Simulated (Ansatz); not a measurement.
**Na: energies, forces and stress near the listed structure**

How do energy, forces, pressure and gap of Na change under further strains and shifts, distortions that keep the symmetry? Each case is one self-consistent run.

Method: DFT PBEsol, scalar-relativistic, plane waves, PAW, in Ansatz 0.2.0.

## 1. The starting structure

The structure is tetragonal, space group I4/mmm (No. 139). The conventional cell has a = 3.777 Å, b = 3.777 Å, c = 5.275 Å, α = 90.00°, β = 90.00°, γ = 90.00°. Na (site symmetry 4/mmm) has 12 Na at 3.75 to 3.78 Å as nearest neighbours.

Coordinates:

```xyz
1
Lattice="-1.8883 1.8883 2.6373 1.8883 -1.8883 2.6373 1.8883 1.8883 -2.6373" Properties=species:S:1:pos:R:3 pbc="T T T"
Na    0.0000    0.0000    0.0000
```

The structure comes from the Materials Project (structure only).

## 2. A change within the space group

The change: strain xx, yy, zz, yz, xz, xy = -1.4, -1.4, -2.9, +0.0, +0.0, +0.0 %.

input.yaml reads:

```yaml
crystal:
  lattice:
    - [-1.8612696346, 1.8612696346, 2.5599781005]
    - [1.8612696346, -1.8612696346, 2.5599781005]
    - [1.8612696346, 1.8612696346, -2.5599781005]
  atoms:
    - { symbol: Na, position: [0.0, 0.0, 0.0] }
basis:
  ecutwfc: 420
kpoints:
  mp_grid: { grid: [16, 16, 16] }
hamiltonian:
  xc: pbesol
scf:
  occupations: { method: gaussian, width: 0.1 }
output:
  forces: true
  stress: true
  eigenvalues: true
```

## 3. A distortion of lower symmetry

input.yaml reads:

```yaml
crystal:
  lattice:
    - [-1.9785136278, 2.0241237489, 2.7167108352]
    - [1.9785136278, -1.945743886, 2.6605908243]
    - [1.9785136278, 1.945743886, -2.6605908243]
  atoms:
    - { symbol: Na, position: [0.0, 0.0, 0.0] }
basis:
  ecutwfc: 420
kpoints:
  mp_grid: { grid: [14, 14, 14] }
hamiltonian:
  xc: pbesol
scf:
  occupations: { method: gaussian, width: 0.1 }
output:
  forces: true
  stress: true
  eigenvalues: true
```

## 4. A change within a subgroup

input.yaml reads:

```yaml
crystal:
  lattice:
    - [-1.8523757837, 1.8010031388, 2.6024909615]
    - [1.8523757837, -2.0119852732, 2.7535542479]
    - [1.8523757837, 2.0119852732, -2.7535542479]
  atoms:
    - { symbol: Na, position: [0.0, 0.0, 0.0] }
basis:
  ecutwfc: 420
kpoints:
  mp_grid: { grid: [14, 14, 14] }
hamiltonian:
  xc: pbesol
scf:
  occupations: { method: gaussian, width: 0.1 }
output:
  forces: true
  stress: true
  eigenvalues: true
  populations: true
```

Q: Predict the outcome of this session. Wanted: for each run, case; energy; pressure; largest force.

**Answer**, as computed:

| step | case | energy (meV/atom) | pressure (GPa) | largest force (eV/Å) | gap on the mesh (eV) |
| --- | --- | --- | --- | --- | --- |
|  | listed cell, run earlier | 0 | -0.3 | 0.00 | 0.00 |
| 2 | a change within the space group | -0.4 | 0.2 | 0.00 | 0.00 |
| 3 | a distortion of lower symmetry | +17.7* | -0.9 | 0.00 | 0.00 |
| 4 | a change within a subgroup | +5.7* | -0.3 | 0.00 | 0.00 |

Energies are counted from the listed cell, with the smearing taken to zero; a star marks another k mesh, which can shift energies by itself, so starred rows don't rank against the others. A gap of 0.00 means none on the mesh at this level.

In words: The listed cell carries -0.3 GPa and forces up to 0.00 eV/Å at this level, so it is close to this functional's equilibrium. The lowest comparable point ties with the listed cell within 3 meV/atom. The costliest is step 3, at 18 meV/atom. The distorted cells of the listed formula and level show no gap on the mesh.
